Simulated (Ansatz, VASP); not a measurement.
Be in VASP and in Ansatz

INCAR

```
SYSTEM = Be
  PREC = Accurate
  ENCUT = 520
  EDIFF = 1E-7
  ISMEAR = -1
  SIGMA = 0.05
  LREAL = .FALSE.
  LASPH = .TRUE.
  NELM = 100
  ALGO = Normal
  ISIF = 2
  LWAVE = .FALSE.
  LCHARG = .FALSE.
  NBANDS = 9
```

File KPOINTS:

```
Automatic mesh
0
G
  20 20 11
  0 0 0
```

File POSCAR:

```
Be
1.0
    2.2684238240      0.0000000000      0.0000000000
   -1.1342119121      1.9645126582      0.0000000000
    0.0000000000      0.0000000000      3.5522332234
Be
2
Direct
    0.3333333333      0.6666666667      0.2500000000
    0.6666666667      0.3333333333      0.7500000000
```

Input for Ansatz:

```yaml
crystal:
  lattice:
    - [2.268423824, 0.0, 0.0]
    - [-1.1342119121, 1.9645126582, 0.0]
    - [0.0, 0.0, 3.5522332234]
  atoms:
    - { symbol: Be, position: [0.3333333333, 0.6666666667, 0.25] }
    - { symbol: Be, position: [0.6666666667, 0.3333333333, 0.75] }
kpoints:
  mp_grid: { grid: [20, 20, 11] }
scf:
  occupations: { method: fermi_dirac, width: 0.05 }
hamiltonian:
  xc: lda
  pseudopotentials: { kind: all_electron, lapw: { basis_error: 0.001 } }
output:
  forces: true
  stress: true
  eigenvalues: true
```

Change from the starting cell: functional lda, volume scaled by 0.96.

Alike in both runs: task single point; functional LDA; k mesh 20 × 20 × 11; occupations fermi-dirac, width 0.05 eV; no spin polarisation.

|  | VASP | Ansatz |
| --- | --- | --- |
| version | VASP 6.6.1 | Ansatz 0.2.0 |
| potentials or method | VASP PAW LDA potentials, release 64 (Be) | all-electron LAPW, scalar-relativistic |
| plane-wave cutoff (eV) | 520 | see its input |

```csv
,VASP,Ansatz,Ansatz less VASP
pressure (GPa),-5.3,-5.7,-0.47
largest component of the traceless stress (GPa),0.35,0.34,-0.010
```

Ansatz ran all-electron here, so the differences hold the error of VASP's frozen core and of both bases.
